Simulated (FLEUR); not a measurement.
## TiSi: changing the volume of the cell

The structure is orthorhombic, space group Cmmm (No. 65). Conventional cell: a = 3.632 Å, b = 4.235 Å, c = 3.804 Å, α = 90.00°, β = 90.00°, γ = 90.00°. Ti (site symmetry mmm) has 8 Si at 2.63 to 2.85 Å and 4 Ti at 2.79 Å as nearest neighbours. Si (site symmetry mmm) has 8 Ti at 2.63 to 2.85 Å and 4 Si at 2.79 Å as nearest neighbours.

The cell comes from a database or a generator and needn't be the stable form of this composition.

Kept alike: task single point; functional PBEsol; k mesh 10 × 10 × 7; occupations fermi-dirac, width 0.05 eV; no spin polarisation. Program: FLEUR, all-electron, FLAPW. The mesh is that of the run's cell of 2 atoms. No spin-orbit coupling.

| volume of cell, f (times the cell shown) | free energy over the lowest row (meV/atom) |
| --- | --- |
| 0.8 | 269.26 |
| 0.85 | 118.92 |
| 0.9 | 34.56 |
| 0.95 | 0.00 |
| 1 | 3.51 |
| 1.05 | 36.85 |
| 1.1 | 93.17 |

The cell shown is the unstrained one; x, y and z are its Cartesian axes; atoms keep their fractions. For a metal such a mesh leaves the last digits unconverged.

Question: What does the volume of the cell change here?

Answer: The free energy is lowest at 0.95, and 269.26 meV an atom higher at 0.8.

The energy well is smooth and clearly anharmonic. Its minimum lies between 0.95 and 1, since both neighbouring rows are close in energy, so the cell shown is slightly expanded relative to equilibrium at this level of theory. One possible reason is that the starting geometry came from a functional that binds less tightly.

Compression costs more than expansion: going from 0.95 to 0.8 raises the energy by 269.26 meV/atom, whereas the equally large step up to 1.1 costs 93.17 meV/atom. Squeezing the lattice raises the kinetic energy of the valence electrons and strengthens Pauli repulsion between overlapping shells. Stretching it gradually weakens the Ti d–Si p hybridisation and the metallic bonding, so the restoring force grows more slowly. The stiffness therefore falls as the volume increases.

Both atoms occupy sites without free coordinates, so keeping their fractions fixed suppresses no symmetry-allowed internal relaxation. The curve shows a preferred volume within this structure, but a minimum along volume alone doesn't establish resistance to shear or to symmetry-breaking displacements.
